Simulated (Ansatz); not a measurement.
**A sheet of SnO under strain**

A free-standing layer, 4 atoms in a cell of 3.821 × 3.821 Å at 90° (P4/nmm), 2.36 Å between its outer nuclei. Ansatz: PBE+D3(BJ), PAW, 420 eV, 6×6×1 mesh. It is strained by x per cent equally along both axes, atoms relaxed; y is the tensile stress along x per length. The small cell can't ripple, as a free sheet would under compression.

```tsv
x (%)	y (N/m)
-4.0	?
-2.0	-1.67
0.0	0.00
2.0	1.34
4.0	2.43
7.0	3.65
```

Fit y = c1 x + c2 x² to the other rows, give the stiffness, and predict the missing row.

Least squares on the rows shown. y = 0.7488 x − 0.03286 x². The stiffness C11 + C12 is 100 c1 = 75 N/m, and the parabola would peak at x = 11 %, far outside the rows, so that is no strength. At x = -4.0 the fit asked for gives -3.52 N/m. The run gave -3.69 N/m, so the fit is 0.17 N/m too high, 2.3 % of the span of the series, against an rms of 0.03 N/m on the fitted rows. The row lies outside the fitted range. With a term in x³ added, a fit to the same known rows predicts -3.71 N/m, so most of the miss is curvature that the known rows already hold.